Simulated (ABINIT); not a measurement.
# AlN (P6_3mc): G0W0 in ABINIT against the bands in the self-energy, part 2 of 2

Aim: move the bands in the self-energy of a G0W0 run on AlN (P6_3mc) over a wide range.

ABINIT 10.8.3; PBE and many-body steps on it, plane waves. Known limits of the many-body steps: not at the basis limit.

So far. Step 2 (Screening, 6×6×4 mesh, 276 bands, screening to 272.1 eV): Local fields lower ε∞ by 9 %.

The database entry behind the starting cell differs from later determinations by our own check (inner coordinate u about 0.002 short), so it need not match the best structure at ambient conditions.

### 5. 75 bands

Level of this step: G0W0 on PBE, plane waves, norm-conserving pseudopotentials (ABINIT).

The self-energy is evaluated for the states that the input lists, and the levels follow from it, in one-shot runs by the linearised quasiparticle equation.

File run.abi:

```
acell 3*1.0 Angstrom
rprim 
  3.113000000011 -0.000000000003 0.000000000000
  -1.556500000003 2.695937081992 0.000000000000
  0.000000000000 0.000000000000 4.981000000000
ntypat 2
znucl 13 7
natom 4
typat 1 1 2 2
xred 
  0.333333333333 0.666666666667 0.000000000000
  0.666666666667 0.333333333333 0.500000000000
  0.333333333333 0.666666666667 0.380000000000
  0.666666666667 0.333333333333 0.880000000000
pp_dirpath "pseudos"
pseudos "Al.upf, N.upf"
ecut 36
ngkpt 6 6 4
nshiftk 1
shiftk 0 0 0
kptopt 1
chksymbreak 0
istwfk *1
occopt 1
irdwfk 1
optdriver 4
nband 75
gwcalctyp 0
ecutsigx 36
symsigma 1
nkptgw 1
kptgw 
  0.0000000000 0.0000000000 0.0000000000
bdgw 
  6 10
ecuteps 10
irdscr 1
ppmodel 1
indata_prefix "in"
outdata_prefix "out"
tmpdata_prefix "tmp"
```

Launch:

```bash
$ OMP_NUM_THREADS=1 mpirun -n 4 abinit run.abi > log
```

What it wrote:

```text
.Version 10.8.3 of ABINIT. v10.8.2 released Aug 2026.

 Symmetries : space group P6_3 m c (#186); Bravais hP (primitive hexag.)
[... echo of the input left out ...]
== DATASET  1 ==================================================================
-   mpi_nproc: 4, omp_nthreads: 1 (-1 if OMP is not activated)

--- !DatasetInfo
iteration_state: {dtset: 1, }
dimensions: {natom: 4, nkpt: 21, mband: 75, nsppol: 1, nspinor: 1, nspden: 1, mpw: 2934, }
cutoff_energies: {ecut:  36.0, pawecutdg:  -1.0, }
[...]
8   5.314 -17.078 -21.024   3.236   0.788  -0.269 -17.637  -0.560   4.755
        9   9.535 -12.527  -8.048  -3.590   0.818  -0.223 -11.800   0.727  10.262
       10  11.990 -10.836  -5.799  -4.129   0.828  -0.208 -10.085   0.751  12.741

== END DATASET(S) ==============================================================
================================================================================

 -outvars: echo values of variables after computation  --------
           etotal      0.0000000000E+00
            nband          75
             nkpt          21
          spgroup         186
 [... the other variables as echoed above ...]

 Calculation completed.
```

The job ended after 17 s (4 MPI ranks of Intel Xeon Platinum 8375C at 2.90GHz (Ice Lake), shared host; peak memory 1.8 GiB).

Numbers from this step:

```yaml
g0w0_gap_on_the_points_computed: 5.507 eV
starting_gap_on_the_mesh: 4.220 eV
k_of_the_valence_top: 0, 0, 0
k_of_the_conduction_bottom: 0, 0, 0
least_direct_g0w0_gap_on_the_computed_points: 5.507 eV
```

The gap on the mesh goes from 4.22 eV to 5.51 eV, a correction of +1.29 eV.

### 6. 165 bands

run.abi: that of step 5 with these lines changed.

```diff
@@ -26,3 +26,3 @@
 optdriver 4
-nband 75
+nband 165
 gwcalctyp 0
```

What it wrote:

```text
.Version 10.8.3 of ABINIT. v10.8.2 released Aug 2026.

 Symmetries : space group P6_3 m c (#186); Bravais hP (primitive hexag.)
[... echo of the input left out ...]
== DATASET  1 ==================================================================
-   mpi_nproc: 4, omp_nthreads: 1 (-1 if OMP is not activated)

--- !DatasetInfo
iteration_state: {dtset: 1, }
dimensions: {natom: 4, nkpt: 21, mband: 165, nsppol: 1, nspinor: 1, nspden: 1, mpw: 2934, }
cutoff_energies: {ecut:  36.0, pawecutdg:  -1.0, }
[...]
8   5.314 -17.078 -21.024   2.903   0.786  -0.272 -17.898  -0.820   4.495
        9   9.535 -12.527  -8.048  -3.785   0.817  -0.224 -11.961   0.566  10.101
       10  11.990 -10.836  -5.799  -4.295   0.827  -0.210 -10.223   0.613  12.603

== END DATASET(S) ==============================================================
================================================================================

 -outvars: echo values of variables after computation  --------
           etotal      0.0000000000E+00
            nband         165
             nkpt          21
          spgroup         186
 [... the other variables as echoed above ...]

 Calculation completed.
```

The job ended after 40 s (4 MPI ranks; peak memory 2.5 GiB).

This step gave:

```
G0W0 gap on the points computed              : 5.606 eV
starting gap on the mesh                     : 4.220 eV
k of the valence top                         : 0, 0, 0
k of the conduction bottom                   : 0, 0, 0
least direct G0W0 gap on the computed points : 5.606 eV
```

Against the run before, the gap moves by +0.099 eV.

### 7. 276 bands

run.abi: that of step 6 with these lines changed.

```diff
@@ -26,3 +26,3 @@
 optdriver 4
-nband 165
+nband 276
 gwcalctyp 0
```

What it wrote:

```text
.Version 10.8.3 of ABINIT. v10.8.2 released Aug 2026.

 Symmetries : space group P6_3 m c (#186); Bravais hP (primitive hexag.)
[... echo of the input left out ...]
== DATASET  1 ==================================================================
-   mpi_nproc: 4, omp_nthreads: 1 (-1 if OMP is not activated)

--- !DatasetInfo
iteration_state: {dtset: 1, }
dimensions: {natom: 4, nkpt: 21, mband: 276, nsppol: 1, nspinor: 1, nspden: 1, mpw: 2934, }
cutoff_energies: {ecut:  36.0, pawecutdg:  -1.0, }
[...]
8   5.314 -17.078 -21.024   2.793   0.786  -0.272 -17.984  -0.906   4.408
        9   9.535 -12.527  -8.048  -3.846   0.817  -0.225 -12.011   0.516  10.051
       10  11.990 -10.836  -5.799  -4.342   0.826  -0.210 -10.262   0.574  12.564

== END DATASET(S) ==============================================================
================================================================================

 -outvars: echo values of variables after computation  --------
           etotal      0.0000000000E+00
            nband         276
             nkpt          21
          spgroup         186
 [... the other variables as echoed above ...]

 Calculation completed.
```

Run time: 58 s. Hardware: 4 MPI ranks; peak memory 3.4 GiB.

Numbers from this step:

```yaml
g0w0_gap_on_the_points_computed: 5.643 eV
starting_gap_on_the_mesh: 4.220 eV
k_of_the_valence_top: 0, 0, 0
k_of_the_conduction_bottom: 0, 0, 0
least_direct_g0w0_gap_on_the_computed_points: 5.643 eV
```

Against the run before, the gap moves by +0.037 eV.

### 8. Side by side

Times are wall times on 4 MPI ranks of Intel Xeon Platinum 8375C at 2.90GHz (Ice Lake), shared host, good to a factor of about two. A run's time includes the screening step that it read.

| run | mesh | bands | screening cutoff (eV) | DFT gap (eV) | gap on the mesh (eV) | direct (eV) | ε∞ used | time |
| --- | --- | --- | --- | --- | --- | --- | --- | --- |
| 16 bands | 6×6×4 | 16 | 272.1 | 4.220 | 5.303 | 5.303 | 4.21 | 11 min |
| 32 bands | 6×6×4 | 32 | 272.1 | 4.220 | 5.341 | 5.341 | 4.21 | 11 min |
| 75 bands | 6×6×4 | 75 | 272.1 | 4.220 | 5.507 | 5.507 | 4.21 | 11 min |
| 165 bands | 6×6×4 | 165 | 272.1 | 4.220 | 5.606 | 5.606 | 4.21 | 11 min |
| 276 bands | 6×6×4 | 276 | 272.1 | 4.220 | 5.643 | 5.643 | 4.21 | 12 min |

### 9. Outcome

| Property | Result |
| --- | --- |
| 16 bands | 5.303 eV |
| 32 bands | 5.341 eV |
| 75 bands | 5.507 eV |
| 165 bands | 5.606 eV |
| 276 bands | 5.643 eV |
| known limits | not at the basis limit |

In words: The setting moved: bands in the self-energy. From 16 bands to 276 bands the gap moves by +0.34 eV. The last step still moves it by +0.037 eV. Bands and screening cutoff are coupled, so a series along one setting does not show full convergence. Bands and cutoff are finite, so the gap is not at the basis limit. The miss can reach some tenths of an eV and take either sign; the mesh is an error of its own. In the G0W0 runs levels were corrected at 1 k point alone, so a gap called «on the mesh» is the least over those, and an edge elsewhere would be missed.

[Paths, hosts, dates, memory and timing lines, banners, echoed tables and standing remarks are left out of the program output.]

[Logs are printed without paths, hosts, clocks, repeated set-up lines and the standing remarks that a program may print on its own settings, such as how far it seeks lower states.]

[Runs of the session that timed out or met a known fault of the program may be left out.]

[Hosts, paths, dates, database ids (printed as entryN), source tags and the programs' standing remarks are cut or masked in the printed files.]

[G0W0 gaps are taken among the corrected bands and points alone; a level outside them can change the order at an edge.]

[Where Ansatz stands beside ABINIT at settings called matched, ABINIT's density can come from a denser mesh and the files from another edition; pairs whose starting gaps differed by over 0.03 eV were left out, so agreement reads better than it is.]
